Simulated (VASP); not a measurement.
A run of VASP 6.6.1 is set up as follows.

INCAR

```
PREC = Accurate ; ENCUT = 600
EDIFF = 1E-6 ; ISMEAR = 0
SIGMA = 0.03 ; LREAL = False
LASPH = True ; NELM = 80
ALGO = Normal ; ISIF = 3
LWAVE = False ; LCHARG = False
GGA = PE ; IBRION = 2
NSW = 90 ; EDIFFG = -0.01
```

The input KPOINTS:

```
regular mesh
0
Gamma
  8 8 8
```

File POSCAR:

```
PbSe
1.0
    0.0000000000      3.0606500000      3.0606500000
    3.0606500000      0.0000000000      3.0606500000
    3.0606500000      3.0606500000      0.0000000000
Pb Se
1 1
Direct
    0.0000000000      0.0000000000      0.0000000000
    0.5000000000      0.5000000000      0.5000000000
```

Potentials or basis: VASP PAW PBE potentials, release 64 (Pb_d, Se).

Run with:

```bash
$ cat potpaw_PBE.64/Pb_d/POTCAR potpaw_PBE.64/Se/POTCAR > POTCAR
$ mpirun -np 1 vasp_std > vasp.out
```

What does it give for the space group after relaxing (to 0.05 Å)?

Fm-3m (No. 225).

What does it give for the relaxed volume?

30.05 Å³/atom.

Estimate the relaxed cell.

a = 4.397 Å, b = 4.397 Å, c = 4.397 Å, α = 60.00°, β = 60.00°, γ = 60.00°.

Step by step:
```tsv
step	energy change (eV)	largest force (eV/Å)	pressure (GPa)	volume (Å³)
1	0.0000	0.0000	2.44	57.34
2	-0.0180	0.0000	-0.70	61.04
3	-0.0201	0.0000	0.02	60.09
```

 Zero-point motion and thermal expansion aren't in these numbers.
